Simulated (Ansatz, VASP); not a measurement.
## One calculation of Pt, two programs

Contents of INCAR:

```
PREC = Accurate
ENCUT = 520
EDIFF = 1E-7
ISMEAR = 0
SIGMA = 0.15
LREAL = False
LASPH = True
NELM = 60
ALGO = Normal
ISIF = 2
LWAVE = False
LCHARG = False
GGA = PE
NBANDS = 17
```

File KPOINTS:

```
Automatic mesh
0
Gamma
  18 18 10
```

POSCAR

```
Pt
1.0
    2.9034000000      0.0000000000      0.0000000000
   -1.4517000000      2.5144181573      0.0000000000
    0.0000000000      0.0000000000      4.9607000000
Pt
2
Direct
    0.6666666667      0.3333333333      0.7500000000
    0.3333333333      0.6666666667      0.2500000000
```

Input for Ansatz:

```yaml
crystal:
  lattice:
    - [2.9034, 0.0, 0.0]
    - [-1.4517, 2.5144181573, 0.0]
    - [0.0, 0.0, 4.9607]
  atoms:
    - { symbol: Pt, position: [0.6666666667, 0.3333333333, 0.75] }
    - { symbol: Pt, position: [0.3333333333, 0.6666666667, 0.25] }
basis:
  ecutwfc: 420
kpoints:
  mp_grid: { grid: [18, 18, 10] }
hamiltonian:
  xc: pbe
scf:
  occupations: { method: gaussian, width: 0.15 }
output:
  forces: true
  stress: true
  eigenvalues: true
```

Alike in both runs: task single point; functional PBE; k mesh 18 × 18 × 10; occupations gaussian, width 0.15 eV; no spin polarisation.

|  | VASP | Ansatz |
| --- | --- | --- |
| version | VASP 6.6.1 | Ansatz 0.2.0 |
| potentials or method | VASP PAW PBE potentials, release 64 (Pt) | scalar-relativistic, plane waves, PAW |
| plane-wave cutoff (eV) | 520 | 420 |
| valence electrons in the cell | 20 | 36 |

```tsv
	VASP	Ansatz	Ansatz less VASP
gap on the k mesh at the Fermi level (eV)	none	none	-
pressure (GPa)	-23.3	-23.1	+0.25
largest component of the traceless stress (GPa)	2.30	2.40	+0.096
```

A gap of «none» marks a metal or a gap that the smearing closes. With one functional, cell and mesh, what is left measures potentials, basis and numerics. The two sets of potentials don't hold the same shells in valence.

Caveats: so large a pressure means that the cell lies far from this level's equilibrium, or that cutoff or potentials fall short (VASP). The runs have no spin-orbit coupling, so splittings on Pt are missing.
